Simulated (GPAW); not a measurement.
Runs of GPAW 26.7.0 on CoO. The structure is cubic, space group Fm-3m (No. 225). Conventional cell: a = 4.263 Å, b = 4.263 Å, c = 4.263 Å, α = 90.00°, β = 90.00°, γ = 90.00°. Co (site symmetry m-3m) has 6 O at 2.13 Å as nearest neighbours. O (site symmetry m-3m) is surrounded by 6 Co at 2.13 Å. 

```tsv
task	level	potentials or basis	cell	cutoff (eV)	maxiter	optimizer	fmax	max steps	convergence	gap on the mesh (eV)	pressure (GPa)	moment (μB)	relaxed volume (Å³/atom)
relaxation of cell and atoms	PBEsol+D3	PAW data sets generated in the run's folder for this functional, pw	relaxed	800	150	BFGS	0.02 eV/Å	60	density=1e-05 forces=0.0001	none	-0.1	2.93	9.60
magnons	LDA	the program's PAW data sets (release 1.2.1) made for this functional, pw	Fm-3m, 9.3 Å³/atom	600	150	-	-	-	-	none	-	2.73	-
magnons	LDA	the program's PAW data sets (release 1.2.1) made for this functional, pw	Fm-3m, 9.88 Å³/atom	600	150	-	-	-	-	none	-	2.91	-
relaxation of cell and atoms	PBEsol+D3(BJ)+ATM	PAW data sets generated in the run's folder for this functional, pw	relaxed	800	150	BFGS	0.02 eV/Å	60	density=1e-05 forces=0.0001	none	-0.1	2.93	9.61
magnons	LDA	the program's PAW data sets (release 1.2.1) made for this functional, pw	Fm-3m, 9.68 Å³/atom	600	150	-	-	-	-	none	-	2.84	-
relaxation of cell and atoms	PBEsol+D4	PAW data sets generated in the run's folder for this functional, pw	relaxed	800	150	BFGS	0.02 eV/Å	60	density=1e-05 forces=0.0001	none	-0.1	(a)	9.02
relaxation of cell and atoms	PBEsol+D3(BJ)	PAW data sets generated in the run's folder for this functional, pw	relaxed	800	150	BFGS	0.02 eV/Å	60	density=1e-05 forces=0.0001	none	0.0	2.73	(b)
single point	LDA	the program's PAW data sets (release 1.2.1) made for this functional, pw	Fm-3m, 9.68 Å³/atom	600	120	-	-	-	default	none	-24.2	2.84	-
```

Alike in all rows: spin collinear, ferromagnetic start; k mesh 9 × 9 × 9; smearing fermi-dirac 0.05 eV.

**Question.** Estimate the missing entries.

**Answer.** (a) 2.74; (b) 8.95.

Caveats: a cell with one magnetic atom can't hold antiferromagnetic order, which such compounds often take; semilocal functionals often make such compounds metallic where correlation or magnetic order opens a gap, which also shifts bond lengths; each step starts from the last one's moments, so a moment once lost doesn't come back (some runs); later steps reuse the first step's grids (some runs); pairwise dispersion overbinds metals, which lowers pressure and volume (some runs); the number of bands moves the energies at small q by some ten meV (some runs); the exchange constants hang on this mesh and on the site radius (some runs).

A gap of «none» marks a metal or a gap under the smearing width.

Runs at the PBE level aren't shown here.
